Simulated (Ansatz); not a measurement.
# Where N_i (4-fold void) puts its levels in the gap of Si3N4 (P6_3/m), part 3 of 3

Aim: at which Fermi levels does N_i (4-fold void) in Si3N4 (P6_3/m) change its charge? The model is a cell of 126 host atoms with 1 N put in.

Ansatz; place-levels on PBEsol runs: charge-transition levels and formation energies with image-charge correction and potential alignment at the atomic sites; PAW set soft_1.

So far. Step 3 (Placing the levels, PBEsol): Under PBEsol the gap is 4.19 eV, (+1/0) 0.63, (0/−1) 1.22, (−1/−2) 2.70, (−2/−3) 1.87 eV; the steps are inverted, so the lowest state changes at (−1/−3) 2.29 eV.

### 4. The same at the relaxations' own k-points

The relaxations' own energies give the levels at their sampling, for comparison.

File levels.relax_mesh.yaml:

```yaml
host:
  run: host.relax.run
  levels_from: { run: edges.relax.run }
states: [qm3.relax.run, qm3_M2.relax.run, qm2_M1.relax.run, qm1.relax.run, qm1_M2.relax.run, q0_M1.relax.run, qp1.relax.run, qp1_M2.relax.run]
chemical_potentials:
  "N":
    energy: -378.476431
    dataset: "<sha256 of the dataset>"
```

Launch:

```sh
$ ansatz place-levels levels.relax_mesh.yaml -- --threads 4 --pin off --max-ram 15073MiB
```

Numbers of over 12 decimals in the logs are rounded to 6 here.

Log:

```text
(+1/0) 0.633 eV above the valence edge, 3.553 eV under the conduction edge
(0/-1) 1.223 eV above the valence edge, 2.963 eV under the conduction edge
[...]
formation energy of charge +1: +4.611 eV with the Fermi level at the valence edge
formation energy of charge 0: +5.244 eV with the Fermi level at the valence edge
formation energy of charge -1: +6.467 eV with the Fermi level at the valence edge
formation energy of charge -2: +9.168 eV with the Fermi level at the valence edge
formation energy of charge -3: +11.042 eV with the Fermi level at the valence edge
  edges by pbesol of host.levels_from (edges.relax.run), its mesh sampled to repeats of 26.19 Å (the valence edge +0.231 eV and the conduction edge -0.359 eV from those of the host's own run), gap 4.186 eV; the host is sampled to repeats of 15.83 Å
[... the lines on each state left out ...]
```

Elapsed: 0.37 s, on 4 threads of Arm Neoverse V2, shared host.

Levels between neighbouring charges, in eV above the valence top:

|  | gap (eV) | (+1/0) | (0/−1) | (−1/−2) | (−2/−3) |
| --- | --- | --- | --- | --- | --- |
| one point at (¼, ¼, ¼) | 4.19 | 0.63 | 1.22 | 2.70 | 1.87 |
| a 2×2×2 shifted mesh | 4.19 | 0.63 | 1.22 | 2.70 | 1.87 |

Going from one point at (¼, ¼, ¼) to a 2×2×2 shifted mesh moves the levels that carry no band-filling term by up to 0.00 eV and formation energies against the elements by up to 0.00 eV.

### 5. place-levels, r2SCAN

r2SCAN on the same structure is run to see how far the result rests on the functional, though not on the errors that semilocal functionals share; the sampling changes too, to one point at (¼, ¼, ¼), so differences hold both changes.

File qm3.r2scan/input.yaml:

```yaml
crystal:
  checkpoint: "../qm3.relax.run"
  host: checkpoint
total_charge: -3
basis:
  ecutwfc: 500
  xc_grid: 2
hamiltonian:
  xc: r2scan
  pseudopotentials: { kind: paw, azcp: { folder: soft_1 } }
kpoints:
  mp_grid: { grid: [1, 1, 1], shift: [0.25, 0.25, 0.25] }
scf:
  occupations: { method: fermi_dirac, width: 0.01 }
  max_iter: 100
output:
  forces: true
  eigenvalues: true
  charged_corrections:
    epsilon: [4.29, 4.29, 4.37]
    static_epsilon: [8.29, 8.29, 8.25]
    defect_position: [0.353657, 0.639349, 0.218405]
  eigenstates: { localisation: true }
  populations: true
checkpoint:
  write: "../qm3.r2scan.run"
  compress: false
  write_wavefunctions: false
  write_every: 100000
```

The job ended after 1.8 min (4 threads; peak memory 3.8 GiB).

File levels.r2scan.yaml:

```yaml
host:
  run: host.r2scan.run
  levels_from: { run: edges.r2scan.run }
states: [qm3.r2scan.run, qm3_M2.r2scan.run, qm2_M1.r2scan.run, qm1.r2scan.run, qm1_M2.r2scan.run, q0_M1.r2scan.run, qp1.r2scan.run, qp1_M2.r2scan.run]
geometry_from:
  qm3.r2scan.run: qm3.relax.run
  qm3_M2.r2scan.run: qm3_M2.relax.run
  qm2_M1.r2scan.run: qm2_M1.relax.run
  qm1.r2scan.run: qm1.relax.run
  qm1_M2.r2scan.run: qm1_M2.relax.run
  q0_M1.r2scan.run: q0_M1.relax.run
  qp1.r2scan.run: qp1.relax.run
  qp1_M2.r2scan.run: qp1_M2.relax.run
  host.r2scan.run: host.relax.run
chemical_potentials:
  "N":
    energy: -384.814403
    dataset: "<sha256 of the dataset>"
```

Launch:

```sh
$ ansatz place-levels levels.r2scan.yaml -- --threads 4 --pin off --max-ram 15073MiB
```

Log:

```text
(+1/0) 0.993 eV above the valence edge, 3.985 eV under the conduction edge
(0/-1) 1.671 eV above the valence edge, 3.307 eV under the conduction edge
[...]
formation energy of charge +1: +4.550 eV with the Fermi level at the valence edge
formation energy of charge 0: +5.543 eV with the Fermi level at the valence edge
formation energy of charge -1: +7.214 eV with the Fermi level at the valence edge
formation energy of charge -2: +10.066 eV with the Fermi level at the valence edge
formation energy of charge -3: +12.596 eV with the Fermi level at the valence edge
  edges by r2scan of host.levels_from (edges.r2scan.run), its mesh sampled to repeats of 26.19 Å (the valence edge +0.229 eV and the conduction edge -0.339 eV from those of the host's own run), gap 4.978 eV; the host is sampled to repeats of 15.83 Å
[... the lines on each state left out ...]
```

The job ended after 0.69 s (4 threads).

Under r2SCAN the gap is 4.98 eV, (+1/0) 0.99, (0/−1) 1.67, (−1/−2) 2.85, (−2/−3) 2.53 eV; the steps are inverted, so the lowest state changes at (−1/−3) 2.69 eV.

### 6. The ladder

Levels between neighbouring charges, in eV above each run's own valence top:

|  | gap (eV) | (+1/0) | (0/−1) | (−1/−2) | (−2/−3) | CPU time a state at this stage (restarts are quicker than cold starts) |
| --- | --- | --- | --- | --- | --- | --- |
| PBEsol, 2×2×2 shifted mesh | 4.19 | 0.63 | 1.22 | 2.70 | 1.87 | 24 min |
| r2SCAN on PBEsol structures, (¼, ¼, ¼) | 4.98 | 0.99 | 1.67 | 2.85 | 2.53 | 13 min |

### 7. Outcome

```yaml
gap_of_the_host: 4.19 eV (PBEsol)
level_plus_1_over_0: 0.63 eV above the valence top
level_0_minus_1: 1.22 eV above the valence top
level_minus_1_minus_2: 2.70 eV above the valence top, not a change between lowest states
level_minus_2_minus_3: 1.87 eV above the valence top, not a change between lowest states
level_minus_1_minus_3: 2.29 eV above the valence top
lowest_of_the_charges_placed_just_above_the_valence_top_0p02_ev: +1
lowest_of_the_charges_placed_just_below_the_conduction_bottom_0p02_ev: −3
lowest_formation_energy_at_mid_gap_of_the_charges_run_n_rich: 4.37 eV
lowest_formation_energy_at_mid_gap_of_the_charges_run_si_rich: 6.50 eV
```

In words: Of the charges placed (−3, −2, −1, 0 and +1), the lowest changes at 0.63 eV (+1/0), 1.22 eV (0/−1) and 2.29 eV (−1/−3) above the valence top, in a gap of 4.19 eV. (−1/−3) passes over charge −2, which lies 0.41 eV above the two there; a lower structure or spin state of it, if missed, would change that. Charges above +1 and below −3 were not placed, so these runs say nothing of levels that involve them. States placed: +1 at 2 μB and 0 μB; 0 at 1 μB; −1 at 0 μB and 2 μB; −2 at 1 μB; −3 at 0 μB and 2 μB. Other spin states or structures, where not listed, weren't placed. At charge −3, −2 and +1 the atom put in ends up to 1.5 Å from its starting place, so the name tells the start alone and the levels can join different sites. Going from one point at (¼, ¼, ¼) to a 2×2×2 shifted mesh moves the levels that carry no band-filling term by up to 0.00 eV and formation energies against the elements by up to 0.00 eV. The program doubts the alignment of potentials for at least one state, a sign that the cell is small. What this leaves open: the images are only 8.7 Å apart; PBEsol makes the gap too small and tends to spread out bound carriers; where a gas molecule sets a chemical potential or the host's formation energy, its binding is uncorrected; force components of up to 0.12 eV/Å remain in a run at the final settings.

[Logs are printed without paths, hosts, clocks, repeated set-up lines and the standing remarks that a program may print on its own settings, such as how far it seeks lower states.]

[Hosts, paths, dates, database ids (printed as entryN), source tags and the programs' standing remarks are cut or masked in the printed files.]

[Where a table of states has a column of steps, it counts the stored structures, which are thinned; the runs took as many ionic steps or more.]

[A defect's name tells the site on which it was built; relaxed atoms can leave that site.]

[For some hosts the program warned that the k-mesh of the response run may be too coarse for force constants and the static dielectric constant; such warnings are not shown here.]
